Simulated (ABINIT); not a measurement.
# PbS (Galena) (Fm-3m) in ABINIT: further runs

One crystal, PbS (Galena), is run at these levels: RPBE, rPW86PBE, BP86, revPBE, BLYP; tasks: band structure.

Program: ABINIT 10.8.3 (patched build). These are calculated values, not measurements. Logs are shortened: lines on timing, memory, paths and dates and some standing lists are left out, and cuts for length are marked. The log counts tension as positive stress, the text compression.

## 1. Starting point

It takes space group Fm-3m (No. 225, cubic). Conventional cell: a = 5.931 Å, b = 5.931 Å, c = 5.931 Å, α = 90.00°, β = 90.00°, γ = 90.00°. Around Pb (site symmetry m-3m) lie 6 S at 2.97 Å. S (site symmetry m-3m) is surrounded by 6 Pb at 2.97 Å.

## 2. Band structure, RPBE

Input file run.abi:

```
ndtset 2

pp_dirpath "./"
pseudos "Pb.GGA_PBE-JTH_sp.xml, S.GGA_PBE-JTH.xml"

acell 3*1.0
rprim
     0.0000000000     5.6044552541     5.6044552541
     5.6044552541     0.0000000000     5.6044552541
     5.6044552541     5.6044552541     0.0000000000
ntypat 2
znucl 82 16
natom 2
typat 1 2
xred
     0.0000000000     0.0000000000     0.0000000000
     0.5000000000     0.5000000000     0.5000000000

ecut 20.0
pawecutdg 40.0

ixc 15

occopt 3
tsmear 0.05 eV

nstep 100

iomode 3
prtwf 0
prteig 0
prtebands 0
enunit 1
prtden1 1

kptopt1 1
ngkpt1 8 8 8
nshiftk1 1
shiftk1 0.0 0.0 0.0
nband1 9
tolvrs1 1.0e-9

iscf2 -2
getden2 1
nband2 13
nbdbuf2 2
tolwfr2 1.0e-12
kptopt2 -9
ndivsm2 8
prteig2 1
prtvol2 -3
kptbounds2
     0.0000000000     0.0000000000     0.0000000000
     0.5000000000     0.0000000000     0.5000000000
     0.5000000000     0.2500000000     0.7500000000
     0.3750000000     0.3750000000     0.7500000000
     0.0000000000     0.0000000000     0.0000000000
     0.5000000000     0.5000000000     0.5000000000
     0.6250000000     0.2500000000     0.6250000000
     0.5000000000     0.2500000000     0.7500000000
     0.5000000000     0.5000000000     0.5000000000
     0.3750000000     0.3750000000     0.7500000000
```

Potentials or basis: JTH PAW PBE v2.0 sp.

The run is started by

```
> abinit run.abi > log 2>&1
```

run.abo:

```text
.Version 10.8.3 of ABINIT
 DATASET    1 : space group Fm -3 m (#225); Bravais cF (face-center cubic)
================================================================================
 Values of the parameters that define the memory need for DATASET  1.
     intxc =       0    ionmov =       0      iscf =      17    lmnmax =      13
     lnmax =       5     mgfft =      32  mpssoang =       3    mqgrid =    3001
     natom =       2  nloc_mem =       2    nspden =       1   nspinor =       1
    nsppol =       1      nsym =      48    n1xccc =       1    ntypat =       2
    occopt =       3   xclevel =       2
       mpw =        1540          nfft =       32768          nkpt =          29
 PAW method is used; the additional fine FFT grid is defined by:
   mgfftf=        48    nfftf =    110592
================================================================================
================================================================================

 DATASET    2 : space group Fm -3 m (#225); Bravais cF (face-center cubic)
================================================================================
 Values of the parameters that define the memory need for DATASET  2.
     intxc =       0    ionmov =       0      iscf =      -2    lmnmax =      13
     lnmax =       5     mgfft =      32  mpssoang =       3    mqgrid =    3001
     natom =       2  nloc_mem =       2    nspden =       1   nspinor =       1
    nsppol =       1      nsym =      48    n1xccc =       1    ntypat =       2
    occopt =       3   xclevel =       2
       mpw =        1540          nfft =       32768          nkpt =         139
 PAW method is used; the additional fine FFT grid is defined by:
   mgfftf=        48    nfftf =    110592
================================================================================
================================================================================

--------------------------------------------------------------------------------
------------- Echo of variables that govern the present computation ------------
--------------------------------------------------------------------------------
 -outvars: echo values of preprocessed input variables --------
            acell      1.0000000000E+00  1.0000000000E+00  1.0000000000E+00 Bohr
              amu      2.07200000E+02  3.20660000E+01
             ecut      2.00000000E+01 Hartree
           enunit           1
           getden1          0
           getden2          1
             iscf1         17
             iscf2         -2
              ixc          15
           jdtset        1    2
           kptopt1          1
           kptopt2         -9
         kptrlatt        8    0    0      0    8    0      0    0    8
          kptrlen1     6.34071730E+01
          kptrlen2     3.00000000E+01
            natom           2
            nband1          9
            nband2         13
           nbdbuf1          0
           nbdbuf2          2
           ndtset           2
           ndivsm1          0
           ndivsm2          8
            ngfft          32      32      32
          ngfftdg          48      48      48
             nkpt1         29
             nkpt2        139
            nstep         100
             nsym          48
           ntypat           2
           occopt           3
        pawecutdg      4.00000000E+01 Hartree
         pawxcdev           0
        prtebands           0
           prteig1          0
           prteig2          1
           prtvol1          0
           prtvol2         -3
            prtwf           0
            rprim      0.0000000000E+00  5.6044552541E+00  5.6044552541E+00
                       5.6044552541E+00  0.0000000000E+00  5.6044552541E+00
                       5.6044552541E+00  5.6044552541E+00  0.0000000000E+00
           shiftk1     0.00000000E+00  0.00000000E+00  0.00000000E+00
           shiftk2     5.00000000E-01  5.00000000E-01  5.00000000E-01
          spgroup         225
           tolvrs1     1.00000000E-09
           tolvrs2     0.00000000E+00
           tolwfr1     0.00000000E+00
           tolwfr2     1.00000000E-12
           tsmear      1.83746611E-03 Hartree
            typat      1  2
           useylm           1
           xangst      0.0000000000E+00  0.0000000000E+00  0.0000000000E+00
                       2.9657499980E+00  2.9657499980E+00  2.9657499980E+00
            xcart      0.0000000000E+00  0.0000000000E+00  0.0000000000E+00
                       5.6044552541E+00  5.6044552541E+00  5.6044552541E+00
             xred      0.0000000000E+00  0.0000000000E+00  0.0000000000E+00
                       5.0000000000E-01  5.0000000000E-01  5.0000000000E-01
            znucl       82.00000   16.00000

================================================================================

 chkinp: Checking input parameters for consistency, jdtset=   1.

 chkinp: Checking input parameters for consistency, jdtset=   2.

================================================================================
[... 215 lines left out ...]

 Real(R)+Recip(G) space primitive vectors, cartesian coordinates (Bohr,Bohr^-1):
 R(1)=  0.0000000  5.6044553  5.6044553  G(1)= -0.0892147  0.0892147  0.0892147
 R(2)=  5.6044553  0.0000000  5.6044553  G(2)=  0.0892147 -0.0892147  0.0892147
 R(3)=  5.6044553  5.6044553  0.0000000  G(3)=  0.0892147  0.0892147 -0.0892147
 Unit cell volume ucvol=  3.5207097E+02 bohr^3
 Angles (23,13,12)=  6.00000000E+01  6.00000000E+01  6.00000000E+01 degrees

 Coarse grid specifications (used for wave-functions):

 getcut: wavevector=  0.0000  0.0000  0.0000  ngfft=  32  32  32
         ecut(hartree)=     20.000   => boxcut(ratio)=   2.00549

 Fine grid specifications (used for densities):

 getcut: wavevector=  0.0000  0.0000  0.0000  ngfft=  48  48  48
         ecut(hartree)=     40.000   => boxcut(ratio)=   2.12715
--------------------------------------------------------------------------------

================================================================================
 Non-SCF case, kpt    1 (  0.00000  0.00000  0.00000), residuals and eigenvalues=
  5.61E-13  5.32E-13  7.36E-13  7.70E-13  4.81E-13  5.20E-13  4.33E-13  6.46E-13
  3.30E-13  8.45E-13  6.49E-13  8.26E-13  5.91E-13
 -4.1936E-01 -1.4179E-01  1.8378E-03  1.8378E-03  1.8378E-03  2.7321E-01
  2.7321E-01  2.7321E-01  3.1558E-01  3.1558E-01  3.1558E-01  3.6965E-01
  3.6965E-01
 Non-SCF case, kpt    2 (  0.02174  0.00000  0.02174), residuals and eigenvalues=
  6.92E-13  7.21E-13  7.88E-13  4.68E-13  5.88E-13  6.45E-13  3.92E-13  7.45E-13
  3.14E-13  7.94E-13  4.10E-13  2.05E-13  9.79E-13
 -4.1916E-01 -1.4253E-01  1.5934E-03  1.5934E-03  2.9727E-03  2.6875E-01
  2.7238E-01  2.7238E-01  3.1450E-01  3.1717E-01  3.1717E-01  3.6978E-01
[... 809 lines left out ...]
  2.1955E-01  2.6260E-01  3.1776E-01  4.1507E-01  4.1781E-01  4.3406E-01
  4.4024E-01
 Non-SCF case, kpt  138 (  0.38393  0.38393  0.73214), residuals and eigenvalues=
  8.31E-13  3.28E-13  5.37E-13  4.67E-13  3.45E-13  4.70E-13  3.48E-13  4.12E-13
  3.67E-13  3.13E-13  4.19E-13  6.37E-13  7.22E-13
 -3.6355E-01 -2.1639E-01 -9.1703E-02 -2.5102E-02 -6.7219E-03  2.0000E-01
  2.2610E-01  2.6691E-01  3.1077E-01  4.1743E-01  4.2221E-01  4.3242E-01
  4.3835E-01
 Non-SCF case, kpt  139 (  0.37500  0.37500  0.75000), residuals and eigenvalues=
  3.89E-13  5.63E-13  6.12E-13  5.51E-13  9.91E-13  3.40E-13  2.23E-13  3.29E-13
  9.84E-13  5.68E-13  5.10E-13  8.29E-13  9.31E-13
 -3.6330E-01 -2.1370E-01 -9.4737E-02 -2.7661E-02 -1.0972E-02  2.0543E-01
  2.3219E-01  2.6995E-01  3.0449E-01  4.2024E-01  4.2524E-01  4.3182E-01
  4.3617E-01

--- !ResultsGS
iteration_state: {dtset: 2, }
comment   : Summary of ground state results
lattice_vectors:
- [  0.0000000,   5.6044553,   5.6044553, ]
- [  5.6044553,   0.0000000,   5.6044553, ]
- [  5.6044553,   5.6044553,   0.0000000, ]
lattice_lengths: [   7.92590,    7.92590,    7.92590, ]
lattice_angles: [ 60.000,  60.000,  60.000, ] # degrees, (23, 13, 12)
lattice_volume:   3.5207097E+02
convergence: {deltae:  0.000E+00, res2:  0.000E+00, residm:  9.993E-13, diffor:  0.000E+00, }
etotal    :  -1.40047343E+01
entropy   :   0.00000000E+00
fermie    :   8.83782332E-02
cartesian_stress_tensor: null
pressure_GPa: null
xred      :
- [  0.0000E+00,   0.0000E+00,   0.0000E+00, Pb]
- [  5.0000E-01,   5.0000E-01,   5.0000E-01,  S]
cartesian_forces: null
force_length_stats: {min: null, max: null, mean: null, }
...

 Integrated electronic density in atomic spheres:
 ------------------------------------------------
 Atom  Sphere_radius  Integrated_density
    1        2.91365          2.50943974
    2        1.90380          3.51113109

================================================================================

 ----iterations are completed or convergence reached----

 Mean square residual over all n,k,spin=   57.583E-14; max=  99.929E-14
 reduced coordinates (array xred) for    2 atoms
       0.000000000000      0.000000000000      0.000000000000
       0.500000000000      0.500000000000      0.500000000000

 cartesian coordinates (angstrom) at end:
    1      0.00000000000000     0.00000000000000     0.00000000000000
    2      2.96574999798330     2.96574999798330     2.96574999798330
 length scales=  1.000000000000  1.000000000000  1.000000000000 bohr
              =  0.529177210544  0.529177210544  0.529177210544 angstroms
 Eigenvalues (   eV  ) for nkpt= 139  k points:
 kpt#   1, nband= 13, wtk=  1.00000, kpt=  0.0000  0.0000  0.0000 (reduced coord)
 -11.41147   -3.85834    0.05001    0.05001    0.05001    7.43448    7.43448    7.43448
   8.58741    8.58741    8.58741   10.05872   10.05872
 kpt#   2, nband= 13, wtk=  1.00000, kpt=  0.0217  0.0000  0.0217 (reduced coord)
 -11.40602   -3.87842    0.04336    0.04336    0.08089    7.31302    7.41184    7.41184
   8.55807    8.63069    8.63069   10.06229   10.12361
 kpt#   3, nband= 13, wtk=  1.00000, kpt=  0.0435  0.0000  0.0435 (reduced coord)
 -11.38969   -3.93629    0.02356    0.02356    0.17035    6.99584    7.35401    7.35401
   8.47498    8.74997    8.74997   10.07289   10.27075
 kpt#   4, nband= 13, wtk=  1.00000, kpt=  0.0652  0.0000  0.0652 (reduced coord)
 -11.36260   -4.02574   -0.00890   -0.00890    0.30949    6.56751    7.28074    7.28074
   8.35009    8.92454    8.92454   10.09054   10.42647
 kpt#   5, nband= 13, wtk=  1.00000, kpt=  0.0870  0.0000  0.0870 (reduced coord)
 -11.32499   -4.13857   -0.05327   -0.05327    0.48488    6.09173    7.20805    7.20805
   8.19697    9.13632    9.13632   10.11503   10.56004
 kpt#   6, nband= 13, wtk=  1.00000, kpt=  0.1087  0.0000  0.1087 (reduced coord)
 -11.27715   -4.26644   -0.10850   -0.10850    0.67916    5.61076    7.14564    7.14564
[... 386 lines left out ...]
  -9.95565   -6.14750   -1.97562   -0.42198    0.24609    4.83158    5.59001    6.82089
   9.05882   11.09994   11.21371   11.92326   12.06226
 kpt# 136, nband= 13, wtk=  1.00000, kpt=  0.4018  0.4018  0.6964 (reduced coord)
  -9.92942   -6.05760   -2.18854   -0.51667    0.08919    5.06062    5.78588    6.99859
   8.84943   11.23395   11.24575   11.86630   12.02392
 kpt# 137, nband= 13, wtk=  1.00000, kpt=  0.3929  0.3929  0.7143 (reduced coord)
  -9.90787   -5.97011   -2.36383   -0.60409   -0.05373    5.26536    5.97426    7.14561
   8.64681   11.29461   11.36928   11.81134   11.97949
 kpt# 138, nband= 13, wtk=  1.00000, kpt=  0.3839  0.3839  0.7321 (reduced coord)
  -9.89279   -5.88830   -2.49536   -0.68306   -0.18291    5.44222    6.15241    7.26288
   8.45659   11.35886   11.48885   11.76671   11.92810
 kpt# 139, nband= 13, wtk=  1.00000, kpt=  0.3750  0.3750  0.7500 (reduced coord)
  -9.88596   -5.81503   -2.57793   -0.75268   -0.29857    5.58996    6.31820    7.34569
   8.28573   11.43525   11.57146   11.75041   11.86883

== END DATASET(S) ==============================================================
================================================================================

 -outvars: echo values of variables after computation  --------
            acell      1.0000000000E+00  1.0000000000E+00  1.0000000000E+00 Bohr
           etotal1    -1.4004734335E+01
            fcart1    -0.0000000000E+00 -0.0000000000E+00 -0.0000000000E+00
                      -0.0000000000E+00 -0.0000000000E+00 -0.0000000000E+00
            rprim      0.0000000000E+00  5.6044552541E+00  5.6044552541E+00
                       5.6044552541E+00  0.0000000000E+00  5.6044552541E+00
                       5.6044552541E+00  5.6044552541E+00  0.0000000000E+00
           strten1    -1.4209485132E-04 -1.4209485132E-04 -1.4209485132E-04
                       0.0000000000E+00  0.0000000000E+00  0.0000000000E+00
           xangst      0.0000000000E+00  0.0000000000E+00  0.0000000000E+00
                       2.9657499980E+00  2.9657499980E+00  2.9657499980E+00
             xred      0.0000000000E+00  0.0000000000E+00  0.0000000000E+00
                       5.0000000000E-01  5.0000000000E-01  5.0000000000E-01
 Calculation completed.
```

It took 59 s on 1 thread of Arm Neoverse V1, shared host; peak memory 0.15 GiB.

What came out:

```yaml
Free_energy: -381.0882 eV
Pressure: 4.2 GPa
Band_gap_on_the_k_mesh: 0.49 eV, direct
Band_gap_along_the_path: 0.49 eV, direct
Valence_electrons_inside_the_program's_atomic_spheres: Pb 2.51; S 3.51
```

Levels at the corners of the path, in eV from the valence-band top:
```csv
point,band 3,band 4,band 5,band 6,band 7,band 8
Γ,-2.11,-2.11,-2.11,5.27,5.27,5.27
X,-5.15,-3.39,-3.39,3.92,5.70,5.76
W,-4.39,-4.39,-1.02,2.24,4.79,4.79
K,-4.74,-2.91,-2.46,3.43,4.16,5.18
Γ,-2.11,-2.11,-2.11,5.27,5.27,5.27
L,-1.79,-1.79,0.00,0.49,2.02,2.02
U,-4.74,-2.91,-2.46,3.43,4.16,5.18
W,-4.39,-4.39,-1.02,2.24,4.79,4.79
L,-1.79,-1.79,0.00,0.49,2.02,2.02
K,-4.74,-2.91,-2.46,3.43,4.16,5.18
```

Caveat: the PAW data sets were made with another functional, which shifts forces and pressure a little; spin-orbit coupling is left out, which as a rule narrows the gap of such compounds by several tenths of an eV; this set keeps more shells in the core, which shifts pressures and gaps.

## 3. Band structure, rPW86PBE

run.abi, as its differences from that of step 2:

```diff
@@ -1,11 +1,14 @@
+# Datasets: ground state, then fixed potential
 ndtset 2
 
+# Pseudopotentials
 pp_dirpath "./"
-pseudos "Pb.GGA_PBE-JTH_sp.xml, S.GGA_PBE-JTH.xml"
+pseudos "Pb.GGA_PBE-JTH.xml, S.GGA_PBE-JTH.xml"
 
-acell 3*1.0
+# Structure
+acell 4.1942038726 4.1942038726 4.1942038726 Angstrom
 rprim
-     0.0000000000     5.6044552541     5.6044552541
-     5.6044552541     0.0000000000     5.6044552541
-     5.6044552541     5.6044552541     0.0000000000
+     0.0000000000     0.7071067812     0.7071067812
+     0.7071067812     0.0000000000     0.7071067812
+     0.7071067812     0.7071067812     0.0000000000
 ntypat 2
@@ -18,2 +21,3 @@
 
+# Plane-wave basis
 ecut 20.0
@@ -21,9 +25,13 @@
 
-ixc 15
+# Exchange and correlation
+ixc -144130
 
+# Bands and occupations
 occopt 3
-tsmear 0.05 eV
+tsmear 0.00183747
 
+# SCF cycle
 nstep 100
 
+# Output
 iomode 3
@@ -32,5 +40,6 @@
 prtebands 0
-enunit 1
+enunit 2
 prtden1 1
 
+# Dataset 1
 kptopt1 1
@@ -39,8 +48,9 @@
 shiftk1 0.0 0.0 0.0
-nband1 9
+nband1 14
 tolvrs1 1.0e-9
 
+# Dataset 2: bands along G-X-W-K-G-L-U-W-L-K
 iscf2 -2
 getden2 1
-nband2 13
+nband2 18
 nbdbuf2 2
@@ -50,3 +60,2 @@
 prteig2 1
-prtvol2 -3
 kptbounds2
```

Potentials or basis: JTH PAW PBE v2.0.

The run is started by

```
> abinit run.abi > log 2>&1
```

Run time: 2.6 min. Hardware: 1 thread of AMD EPYC 7R43 (Zen 3), shared host; peak memory 0.16 GiB.

The run converged. Its results:

```
Free energy                                           : -1946.6320 eV
Band gap on the k mesh                                : 0.40 eV, direct
Valence electrons inside the program's atomic spheres : Pb 11.31; S 3.53
```

Levels at the corners of the path, in eV from the valence-band top:
```
point  band 7  band 8  band 9  band 10  band 11  band 12  band 13  band 14
    Γ   -6.09   -2.15   -2.15    -2.15     5.14     5.14     5.14     6.87
    X   -7.23   -5.13   -3.40    -3.40     4.04     5.55     5.62     5.62
    W   -7.96   -4.37   -4.37    -1.01     2.19     4.69     4.69     8.22
    K   -7.99   -4.72   -2.90    -2.45     3.35     4.11     5.05     6.34
    Γ   -6.09   -2.15   -2.15    -2.15     5.14     5.14     5.14     6.87
    L   -8.84   -1.74   -1.74     0.00     0.40     1.98     1.98     8.82
    U   -7.99   -4.72   -2.90    -2.45     3.35     4.11     5.05     6.34
    W   -7.96   -4.37   -4.37    -1.01     2.19     4.69     4.69     8.22
    L   -8.84   -1.74   -1.74     0.00     0.40     1.98     1.98     8.82
    K   -7.99   -4.72   -2.90    -2.45     3.35     4.11     5.05     6.34
```

Caveat: the cutoff is too short for stress, so the log's stress isn't used; the PAW data sets were made with another functional, which shifts forces and pressure a little; spin-orbit coupling is left out, which as a rule narrows the gap of such compounds by several tenths of an eV. A k mesh can miss the band edges.

## 4. Band structure, BP86

Input file run.abi:

```
ndtset 2

pp_dirpath "./"
pseudos "Pb.GGA_PBE-JTH.xml, S.GGA_PBE-JTH.xml"

acell 3*1.0 Angstrom
rprim
     0.0000000000     2.9657500000     2.9657500000
     2.9657500000     0.0000000000     2.9657500000
     2.9657500000     2.9657500000     0.0000000000
ntypat 2
znucl 82 16
natom 2
typat 1 2
xcart
     0.0000000000     0.0000000000     0.0000000000
     2.9657500000     2.9657500000     2.9657500000 Angstrom

ecut 544.227725 eV
pawecutdg 40.0

ixc -106132

occopt 3
tsmear 0.05 eV

nstep 100

iomode 3
prtwf 0
prteig 0
prtebands 0
enunit 1
prtden1 1

kptopt1 1
ngkpt1 8 8 8
nshiftk1 1
shiftk1 0.0 0.0 0.0
nband1 14
tolvrs1 1.0e-9

iscf2 -2
getden2 1
nband2 18
nbdbuf2 2
tolwfr2 1.0e-12
kptopt2 -9
ndivsm2 6
prteig2 1
prtvol2 -3
kptbounds2
     0.0000000000     0.0000000000     0.0000000000
     0.5000000000     0.0000000000     0.5000000000
     0.5000000000     0.2500000000     0.7500000000
     0.3750000000     0.3750000000     0.7500000000
     0.0000000000     0.0000000000     0.0000000000
     0.5000000000     0.5000000000     0.5000000000
     0.6250000000     0.2500000000     0.6250000000
     0.5000000000     0.2500000000     0.7500000000
     0.5000000000     0.5000000000     0.5000000000
     0.3750000000     0.3750000000     0.7500000000
```

The run is started by

```
> abinit run.abi > log 2>&1
```

Wall time 2.6 min (1 thread of AMD EPYC 7R43 (Zen 3), shared host); peak memory 0.13 GiB.

The run converged. Its results:

```yaml
Free_energy: -1949.2920 eV
Band_gap_on_the_k_mesh: 0.38 eV, direct
Valence_electrons_inside_the_program's_atomic_spheres: Pb 11.32; S 3.51
```

Levels at the corners of the path, in eV from the valence-band top:
```tsv
point	band 7	band 8	band 9	band 10	band 11	band 12	band 13	band 14
Γ	-6.10	-2.14	-2.14	-2.14	5.16	5.16	5.16	6.80
X	-7.27	-5.15	-3.41	-3.41	3.98	5.58	5.65	5.65
W	-8.00	-4.39	-4.39	-1.00	2.17	4.70	4.70	8.19
K	-8.03	-4.74	-2.90	-2.47	3.35	4.11	5.07	6.29
Γ	-6.10	-2.14	-2.14	-2.14	5.16	5.16	5.16	6.80
L	-8.88	-1.73	-1.73	0.00	0.38	1.95	1.95	8.79
U	-8.03	-4.74	-2.90	-2.47	3.35	4.11	5.07	6.29
W	-8.00	-4.39	-4.39	-1.00	2.17	4.70	4.70	8.19
L	-8.88	-1.73	-1.73	0.00	0.38	1.95	1.95	8.79
K	-8.03	-4.74	-2.90	-2.47	3.35	4.11	5.07	6.29
```

Caveat: the cutoff is too short for stress, so the log's stress isn't used; the PAW data sets were made with another functional, which shifts forces and pressure a little; spin-orbit coupling is left out, which as a rule narrows the gap of such compounds by several tenths of an eV. A k mesh can miss the band edges.

(Continued in part 2 of 2.)
